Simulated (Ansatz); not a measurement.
Fitting the PBE0 energy curve of PdIn

```yaml
crystal:
  lattice:
    - [3.27188, 0.00000, 0.00000]
    - [0.00000, 3.27188, 0.00000]
    - [0.00000, 0.00000, 3.27188]
  atoms:
    - { symbol: In, position: [0.00000, 0.00000, 0.00000] }
    - { symbol: Pd, position: [0.50000, 0.50000, 0.50000] }
```

The cell comes from a database or a generator and needn't be the stable form of this composition.

The cell was scaled at fixed shape and fractions and run with Ansatz, Ansatz PAW, cutoff 420 eV; PBE0, k mesh 6 × 6 × 6 on the cell of 2 atoms, fermi-dirac occupations of 0.05 eV, no spin polarisation, no spin-orbit coupling. The potentials were made for PBE. Energies are those that the program minimises, any entropy of the smearing included. For a metal such a mesh isn't converged to the digits shown.

| V (Å³/atom) | energy over the lowest row (meV/atom) |
| --- | --- |
| 16.4624 | 28.22 |
| 16.8126 | 11.80 |
| 17.1629 | 2.73 |
| 17.5131 | 0.00 |
| 17.8634 | 3.04 |
| 18.2137 | ? |
| 18.5639 | 23.35 |

**Question.** Fit the third-order Birch-Murnaghan form, give V0, B0 and B′, and predict the energy left open.

**Answer.** With y = (V0/V)^(2/3), E = E0 + (9 V0 B0/16) [(y - 1)³ B′ + (y - 1)² (6 - 4y)]. Least squares through the rows shown give V0 = 17.4958 Å³/atom, E0 = 0.03 meV, B0 = 130.0 GPa (1 eV/Å³ = 160.218 GPa) and B′ = 5.38, with a largest miss of 0.04 meV. At V = 18.2137 the form with these constants gives 11.00 meV; the run gave 11.03 meV an atom.
